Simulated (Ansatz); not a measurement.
**Band structure of BaS**

```
Ba S
1.0
     0.00000    3.19375    3.19375
     3.19375    0.00000    3.19375
     3.19375    3.19375    0.00000
Ba S
1 1
Direct
  0.00000 0.00000 0.00000
  0.50000 0.50000 0.50000
```

Atoms are numbered in the order listed.

The cell is COD entry 9008600, as deposited and not checked against the literature; nothing was relaxed.

No spin–orbit coupling, which matters for the heavy atoms here.

Theory: DFT, LDA, all-electron LAPW, scalar-relativistic (Ansatz 0.2.0).

Settings: a Γ-centred 7×7×7 k mesh, Fermi–Dirac smearing of 0.01 eV, basis error target 0.25 meV/atom, no spin polarisation.

Points in fractions of the reciprocal vectors of this cell: Γ (0, 0, 0), X (0.5, 0, 0.5), U (0.625, 0.25, 0.625), K (0.375, 0.375, 0.75), L (0.5, 0.5, 0.5), W (0.5, 0.25, 0.75). The path joins them by straight lines in the order Γ–X–U–K–Γ–L–W–X; legs that retrace an earlier one aren't tabulated. Energies are in eV from the top of the valence band.

Task: Metal or insulator at this level of theory?

Result: An insulator or semiconductor: gap 2.01 eV, indirect from Γ to X (0.5, 0, 0.5).

Task: Tabulate bands 19 to 24, counted from the lowest band of the run, along the path.

Result: 
| k (1/Å) | point | band 19 | band 20 | band 21 | band 22 | band 23 | band 24 |
| --- | --- | --- | --- | --- | --- | --- | --- |
| 0.00 | Γ | 0.00 | 0.00 | 0.00 | 3.38 | 3.81 | 3.81 |
| 0.14 |  | -0.30 | -0.03 | -0.03 | 3.61 | 3.65 | 3.98 |
| 0.28 |  | -0.85 | -0.09 | -0.09 | 3.29 | 3.97 | 4.48 |
| 0.42 |  | -1.21 | -0.13 | -0.13 | 2.88 | 4.33 | 5.16 |
| 0.56 |  | -1.24 | -0.15 | -0.15 | 2.52 | 4.76 | 5.41 |
| 0.70 |  | -0.98 | -0.14 | -0.14 | 2.24 | 5.23 | 5.67 |
| 0.84 |  | -0.63 | -0.12 | -0.12 | 2.07 | 5.70 | 5.88 |
| 0.98 | X | -0.47 | -0.11 | -0.11 | 2.01 | 5.92 | 5.96 |
| 1.03 |  | -0.47 | -0.13 | -0.12 | 2.04 | 5.95 | 5.99 |
| 1.08 |  | -0.47 | -0.21 | -0.16 | 2.12 | 6.04 | 6.08 |
| 1.13 |  | -0.47 | -0.32 | -0.22 | 2.25 | 6.17 | 6.22 |
| 1.18 |  | -0.48 | -0.46 | -0.29 | 2.43 | 6.33 | 6.41 |
| 1.23 |  | -0.61 | -0.48 | -0.38 | 2.64 | 6.27 | 6.49 |
| 1.28 |  | -0.77 | -0.49 | -0.47 | 2.89 | 6.01 | 6.57 |
| 1.33 | U | -0.93 | -0.57 | -0.49 | 3.17 | 5.76 | 6.56 |
| 1.42 |  | -1.02 | -0.59 | -0.50 | 3.36 | 5.45 | 6.51 |
| 1.50 |  | -1.12 | -0.59 | -0.51 | 3.66 | 4.97 | 6.47 |
| 1.59 |  | -1.18 | -0.58 | -0.53 | 4.04 | 4.49 | 6.45 |
| 1.68 |  | -1.18 | -0.58 | -0.53 | 4.04 | 4.49 | 6.45 |
| 1.76 |  | -1.12 | -0.59 | -0.51 | 3.66 | 4.97 | 6.47 |
| 1.85 |  | -1.02 | -0.59 | -0.50 | 3.36 | 5.45 | 6.51 |
| 1.93 | K | -0.93 | -0.57 | -0.49 | 3.17 | 5.76 | 6.56 |
| 2.08 |  | -1.33 | -0.81 | -0.48 | 4.13 | 5.07 | 6.00 |
| 2.23 |  | -1.55 | -0.95 | -0.45 | 4.49 | 5.08 | 5.39 |
| 2.38 |  | -1.52 | -0.92 | -0.36 | 4.07 | 4.85 | 5.07 |
| 2.53 |  | -1.24 | -0.74 | -0.25 | 3.81 | 4.40 | 4.66 |
| 2.68 |  | -0.76 | -0.44 | -0.12 | 3.72 | 4.07 | 4.17 |
| 2.83 |  | -0.25 | -0.14 | -0.03 | 3.66 | 3.76 | 3.88 |
| 2.98 | Γ | 0.00 | 0.00 | 0.00 | 3.38 | 3.81 | 3.81 |
| 3.10 |  | -0.15 | -0.07 | -0.07 | 3.58 | 3.81 | 3.88 |
| 3.22 |  | -0.52 | -0.25 | -0.25 | 3.76 | 4.10 | 4.10 |
| 3.34 |  | -0.95 | -0.48 | -0.48 | 3.85 | 4.44 | 4.44 |
| 3.46 |  | -1.35 | -0.70 | -0.70 | 4.06 | 4.90 | 4.90 |
| 3.59 |  | -1.67 | -0.88 | -0.88 | 4.41 | 5.44 | 5.44 |
| 3.71 |  | -1.87 | -1.00 | -1.00 | 4.87 | 5.87 | 5.99 |
| 3.83 | L | -1.94 | -1.04 | -1.04 | 5.33 | 5.49 | 6.29 |
| 3.93 |  | -1.89 | -1.02 | -1.01 | 5.19 | 5.42 | 6.28 |
| 4.03 |  | -1.76 | -0.96 | -0.92 | 4.91 | 5.19 | 6.32 |
| 4.13 |  | -1.57 | -0.87 | -0.80 | 4.63 | 4.88 | 6.47 |
| 4.23 |  | -1.38 | -0.75 | -0.67 | 4.41 | 4.58 | 6.70 |
| 4.33 |  | -1.22 | -0.61 | -0.56 | 4.25 | 4.34 | 6.50 |
| 4.43 |  | -1.12 | -0.49 | -0.48 | 4.16 | 4.18 | 6.33 |
| 4.52 | W | -1.09 | -0.45 | -0.45 | 4.13 | 4.13 | 6.26 |
| 4.59 |  | -1.05 | -0.47 | -0.41 | 3.65 | 4.64 | 6.23 |
| 4.67 |  | -0.93 | -0.48 | -0.37 | 3.21 | 5.17 | 6.17 |
| 4.74 |  | -0.74 | -0.48 | -0.31 | 2.82 | 5.71 | 6.10 |
| 4.81 |  | -0.53 | -0.48 | -0.24 | 2.49 | 6.03 | 6.23 |
| 4.88 |  | -0.47 | -0.32 | -0.18 | 2.23 | 5.98 | 6.35 |
| 4.95 |  | -0.47 | -0.17 | -0.13 | 2.07 | 5.95 | 6.06 |
| 5.02 | X | -0.47 | -0.11 | -0.11 | 2.01 | 5.92 | 5.96 |
